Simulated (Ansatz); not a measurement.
## CdS (rocksalt): gap against strain (biaxial in x and y, z held)

CdS (rocksalt), relaxed with r2SCAN in the PAW code Ansatz, then strained (biaxial in x and y, z held; changes of length per length, axes as in the cell below) with the atoms relaxed again within the symmetry that is left. It is cubic, Fm-3m (No. 225); conventional cell a = 5.454 Å, 20.27 Å³ an atom. Around Cd lie 6 S at 2.73 Å; around S lie 6 Cd at 2.73 Å. Simulation only: spin-unpolarised, and no claim that this is the phase found in nature.

```
CELL_PARAMETERS angstrom
0.00000 2.72678 2.72678
2.72678 0.00000 2.72678
2.72678 2.72678 0.00000
ATOMIC_POSITIONS crystal
Cd 0.00000 0.00000 0.00000
S 0.50000 0.50000 0.50000
```

Gaps are the least over each mesh (r2SCAN 8×8×8, HSE06 6×6×6 when unstrained) and the special points, which keep their unstrained names; stress is the change from the unstrained cell, compression positive.

```
strain (%)  gap, r2SCAN (eV)  gap, HSE06 (eV)  edges, HSE06  in-plane stress, r2SCAN (GPa)  energy rise, r2SCAN (meV/atom)
     -5.97             0.364            0.870         L → X                         +17.66                           111.1
     -2.29             0.634            1.129         L → X                          +5.18                            14.0
       0.0             0.753            1.243         L → X                           0.00                             0.0
     +1.79             0.655            1.136         L → X                          -3.03                             7.3
```

Between zero and the nearest strains the slope of the HSE06 gap against strain is +0.050 eV per percent for negative and -0.060 for positive strain; it falls either way, as happens when edge states split or other valleys take over.

The runs are scalar-relativistic, without spin-orbit coupling.

The meshes of the hybrids are coarse, so their gaps aren't converged to the digits shown.
